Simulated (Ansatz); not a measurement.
**InSe: response to strain**

InSe is deformed so: equal xx and yy strain of +3 %. What stress and forces result, by LAPW, PAW and all-electron datasets made for the crystal?

Program: Ansatz 0.2.0. Level of theory: DFT PBEsol, scalar-relativistic. These are calculated values, not measurements.

## Step 1: The structure to begin with

It takes space group C2/m (No. 12, monoclinic). The conventional cell has a = 11.736 Å, b = 4.110 Å, c = 4.610 Å, α = 90.00°, β = 110.30°, γ = 90.00°. In (site symmetry m) has 3 Se at 2.58 to 2.78 Å and 1 In at 2.74 Å as nearest neighbours. Around Se (site symmetry m) lie 3 In at 2.58 to 2.78 Å.

Structure file:

```cif
data_structure
_symmetry_space_group_name_H-M 'C2/m'
_symmetry_Int_Tables_number 12
_cell_length_a 11.7358
_cell_length_b 4.1100
_cell_length_c 4.6100
_cell_angle_alpha 90.000
_cell_angle_beta 110.301
_cell_angle_gamma 90.000
_cell_volume 208.55
loop_
_atom_site_label
_atom_site_type_symbol
_atom_site_symmetry_multiplicity
_atom_site_Wyckoff_symbol
_atom_site_fract_x
_atom_site_fract_y
_atom_site_fract_z
_atom_site_occupancy
In1 In 4 i 0.38400 0.50000 0.00500 1
Se1 Se 4 i 0.16000 0.50000 0.64200 1
```

The file gives the conventional cell by its symmetry; the runs use the cell typed in the input.

Atoms are numbered in the order of the input: In1, In2, Se3, Se4.

## Step 2: The deformed structure

Space group C2/m before, C2/m after.

## Step 3: All-electron LAPW

input.yaml reads:

```yaml
crystal:
  lattice:
    - [6.0439397569, -2.11665, 0.0]
    - [6.0439397569, 2.11665, 0.0]
    - [-1.6473981671, 0.0, 4.3236564064]
  atoms:
    - { symbol: In, position: [0.884, 0.884, 0.005] }
    - { symbol: In, position: [0.116, 0.116, 0.995] }
    - { symbol: Se, position: [0.66, 0.66, 0.642] }
    - { symbol: Se, position: [0.34, 0.34, 0.358] }
kpoints:
  mp_grid: { grid: [7, 7, 6] }
  band_path:
    path:
      - [0.0, 0.0, 0.0]
      - [-0.2851131743, 0.2851131743, 0.0]
      - [-0.7148868257, -0.2851131743, 0.0]
      - [-0.5, -0.5, 0.0]
      - [0.0, 0.0, 0.0]
      - [-0.5, -0.5, 0.5]
      - [-0.7475489336, -0.2524510664, 0.5]
      - [-0.2524510664, 0.2524510664, 0.5]
      - [0.0, 0.0, 0.5]
    npoints: 5
scf:
  occupations: { method: fermi_dirac, width: 0.02 }
hamiltonian:
  xc: pbesol
  pseudopotentials: { kind: all_electron, lapw: { basis_error: 0.0005 } }
output:
  forces: true
  stress: true
  eigenvalues: true
```

Launch:

```bash
$ ansatz run input.yaml --threads 1 --pin off --max-ram 6144MiB --backend cpu --events-out ev --progress --plain --runs-dir out
```

## Step 4: PAW on the default files

input.yaml reads:

```yaml
crystal:
  lattice:
    - [6.0439397569, -2.11665, 0.0]
    - [6.0439397569, 2.11665, 0.0]
    - [-1.6473981671, 0.0, 4.3236564064]
  atoms:
    - { symbol: In, position: [0.884, 0.884, 0.005] }
    - { symbol: In, position: [0.116, 0.116, 0.995] }
    - { symbol: Se, position: [0.66, 0.66, 0.642] }
    - { symbol: Se, position: [0.34, 0.34, 0.358] }
kpoints:
  mp_grid: { grid: [7, 7, 6] }
scf:
  occupations: { method: fermi_dirac, width: 0.02 }
hamiltonian:
  xc: pbesol
  pseudopotentials: { kind: paw }
output:
  forces: true
  stress: true
  eigenvalues: true
  efg: { contact_densities: true }
```

## Step 5: Datasets made for this crystal

input.yaml, as its differences from that of step 4:

```diff
@@ -16,3 +16,3 @@
   xc: pbesol
-  pseudopotentials: { kind: paw }
+  pseudopotentials: { kind: all_electron, datasets: crystal }
 output:
```

(Steps that only read results are left out.)

Before running it: what results should come out? Wanted: pressure; largest shear or deviatoric stress.

The runs gave:

```
                                 quantity                                              value
                                 pressure  LAPW -3.30, PAW -3.31, crystal datasets -3.30 GPa
largest shear or deviatoric stress (LAPW)                                           1.73 GPa
```

What this shows: The largest part of the stress beyond the pressure is 1.73 GPa in size, in the xz component; the atoms are carried along and not relaxed. No run of the undeformed cell stands beside it, so the pressure holds what the given cell had before the change. PAW: stress within 0.01 GPa of LAPW, forces within 1 meV/Å. Crystal datasets: stress within 0.01 GPa of LAPW, forces within 1 meV/Å.
